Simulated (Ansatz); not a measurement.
# CuO (Tenorite) under changes of volume

One of the cells (10.163 Å³/atom); the others are scaled copies at fixed shape and fractional positions:

```xyz
4
Lattice="2.3447 -1.7134 0.0000 2.3447 1.7134 0.0000 -0.8606 0.0000 5.0594" Properties=species:S:1:pos:R:3 pbc="T T T"
Cu    0.7420   -0.8457    2.5297
Cu    1.1723    0.8457    0.0000
O     1.6421    0.2841    3.8133
O     2.0724   -0.2841    1.2836
```

- Program: Ansatz 0.2.0
- Functional: PBEsol
- Potentials or basis: all-electron LAPW, scalar-relativistic
- Cutoff: 461 eV (chosen from the basis error)
- Basis error allowed: 0.001 eV/atom
- k mesh: 10 × 10 × 5
- Occupations: fermi-dirac, width 0.05 eV
- Spin: no spin polarisation

```tsv
volume (Å³/atom)	energy over the lowest point (meV/atom)	pressure (GPa)	largest force (eV/Å)
9.553	12.89	9.6	0.916
9.756	3.69	5.0	0.845
9.959	0.00	0.9	0.779
10.163	1.23	-2.7	0.757
10.366	6.84	-6.0	0.749
10.569	?	?	?
10.772	29.35	-11.5	0.750
```

**Question.** What does the run at 10.569 Å³/atom give?

**Answer.** Energy over the lowest point 16.36 meV/atom; pressure -8.9 GPa; largest force 0.747 eV/Å.

Worked out: A Birch-Murnaghan fit of order 3 (a polynomial in V^(-2/3)) to the other rows has its minimum at 10.01 Å³/atom with B0 = V·E''(V) = 186 GPa and B' = 4.6 at fixed shape and positions, which overstates the stiffness. It gives 16.35 meV/atom at 10.569 Å³/atom, against the run's 16.36, and -dE/dV = -8.9 GPa, against -8.9.

Energies are extrapolated to zero smearing.

Caveats: the run has no spin polarisation, though such a crystal can be magnetic.
